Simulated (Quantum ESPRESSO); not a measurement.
ZnS (Wurtzite-4H):

```
Zn S
1.0
     3.82270    0.00000    0.00000
    -1.91135    3.31056    0.00000
     0.00000    0.00000   12.52000
Zn S
4 4
Direct
  0.66667 0.33333 0.75000
  0.33333 0.66667 0.25000
  0.00000 0.00000 0.50000
  0.00000 0.00000 0.00000
  0.66667 0.33333 0.93750
  0.33333 0.66667 0.43750
  0.00000 0.00000 0.68750
  0.00000 0.00000 0.18750
```

Program: Quantum ESPRESSO 7.5. Alike in all runs: task band structure; no spin polarisation; cell as given; k mesh 8 × 8 × 3; cutoff (eV) 612; smearing fermi-dirac 0.05 eV.

Q: Order these runs on this cell by their pressure, lowest first.
A. level LDA; potentials or basis GBRV 1.5 LDA; form of the LDA correlation PZ81
B. level PBE; potentials or basis GBRV 1.5 PBE
C. level PBEsol; potentials or basis GBRV 1.5 PBEsol

A: A (-5.0 GPa), C (-2.5 GPa), B (1.1 GPa).

Not every run made on this cell is shown here.
